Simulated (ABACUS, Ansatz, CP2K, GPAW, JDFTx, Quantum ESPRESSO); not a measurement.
The equilibrium volume of AgCl, sorted by core time

**What was measured.** The equilibrium volume of AgCl (Chlorargyrite) (Fm-3m) is reported as 21.36 Å³/atom at 299.15 K (a printed reference work). The runs below try to reproduce it.

```yaml
crystal:
  lattice:
    - [0.00000, 2.73500, 2.73500]
    - [2.73500, 0.00000, 2.73500]
    - [2.73500, 2.73500, 0.00000]
  atoms:
    - { symbol: Ag, position: [0.00000, 0.00000, 0.00000] }
    - { symbol: Cl, position: [0.50000, 0.50000, 0.50000] }
```

| rung | level | program and potentials | cutoff (eV) | k mesh | smearing | task | core time | chip | equilibrium volume (Å³/atom) | miss | notes |
| --- | --- | --- | --- | --- | --- | --- | --- | --- | --- | --- | --- |
| GGA | PBEsol | ABACUS, PseudoDojo NC SR 0.5 PBE stringent, plane waves | 1116 | 6 × 6 × 6 | fermi-dirac 0.05 | relaxation of cell and atoms | 65 s | Intel Xeon Platinum 8488C Sapphire Rapids | 20.20 | -5.4 % | potentials made for PBE |
| LDA + U (3.5 eV) | LDA+U (Ag d U = 3.5 eV) | GPAW, the program's PAW data sets (release 1.2.1) made for this functional | 600 | 7 × 7 × 7 | fermi-dirac 0.05 | equation of state | 74 s | Arm Neoverse V2 | 19.41 | -9.1 % | - |
| LDA | LDA | GPAW, the program's PAW data sets (release 1.2.1) made for this functional, other valence | 600 | 7 × 7 × 7 | fermi-dirac 0.05 | equation of state | 76 s | Arm Neoverse V1 | 19.47 | -8.8 % | - |
| GGA + dispersion | PBE+D3(BJ) | GPAW, GPAW PAW data sets (gpaw-data 1.2.1) | 600 | 7 × 7 × 7 | fermi-dirac 0.05 | equation of state | 76 s | Arm Neoverse V2 | 20.98 | -1.8 % | - |
| GGA + dispersion | PBE+D4 | GPAW, GPAW PAW data sets (gpaw-data 1.2.1) | 600 | 7 × 7 × 7 | fermi-dirac 0.05 | equation of state | 79 s | Arm Neoverse V2 | 21.04 | -1.5 % | - |
| GGA | PBEsol | Ansatz, all-electron LAPW, scalar-relativistic | - | 8 × 8 × 8 | fermi-dirac 0.05 | equation of state | 88 s | AMD EPYC 7R43 Zen 3 | 20.21 | -5.4 % | - |
| GGA + dispersion | PBE+D2 | JDFTx, PseudoDojo-SR-PBE-0.5-standard | 1116 | 8 × 8 × 8 | fermi-dirac 0.05 | relaxation of cell and atoms | 2.3 min | Arm Neoverse V2 | 20.46 | -4.2 % | - |
| GGA + dispersion | PBE+D3(BJ) | Quantum ESPRESSO, PseudoDojo 0.4.1 SR PBE standard | 1116 | 8 × 8 × 8 | fermi-dirac 0.05 | equation of state | 4.1 min | Arm Neoverse V1 | 21.07 | -1.4 % | - |
| GGA | PBEsol | CP2K, POTENTIAL_UZH Ag GTH-PBE-q11, Cl GTH-PBE-q7; TZVP-MOLOPT-PBE-GTH basis | - | 8 × 8 × 8 | fermi-dirac 0.1 | equation of state | 4.8 min | Arm Neoverse V1 | 20.34 | -4.8 % | atomic basis; potentials made for PBE |
| non-local van der Waals functional | rev-vdW-DF2 | CP2K, POTENTIAL_UZH Ag GTH-PBE-q11, Cl GTH-PBE-q7; TZVP-MOLOPT-PBE-GTH basis | - | 8 × 8 × 8 | fermi-dirac 0.1 | equation of state | 5.4 min | Arm Neoverse V2 | 21.38 | +0.1 % | atomic basis; potentials made for PBE |

Times are single runs on shared hosts and different chips, so they are rough; meshes, cutoffs and the tasks' sizes weigh on the time. All rows: no spin polarisation. Smearing widths are in eV. Meshes differ between rows, which moves values too. Meshes are those of the run's cell of 2 atoms unless a note names another. Relaxations start from the cell shown or near it and stop with a little pressure left. The cell shown, of 20.46 Å³ an atom, is the runs' start and not the measured value. Misses use the values as printed. Runs on faulty files, with rough fits or with known faults for this quantity aren't shown. No row holds spin-orbit coupling.

By rung: LDA + U (3.5 eV) 19.41; LDA 19.47; GGA 20.20 to 20.21; GGA + dispersion 20.46 to 21.07; GGA in atomic bases 20.34; non-local van der Waals functional in atomic bases 21.38 (Å³/atom). Measured: 21.36 Å³/atom at 299.15 K (a printed reference work). Closest, coarse meshes and atomic bases left aside, is PBE+D3(BJ) with Quantum ESPRESSO, PseudoDojo 0.4.1 SR PBE standard (-1.4 %). The runs are for a static lattice, while measurements hold temperature and zero-point motion.
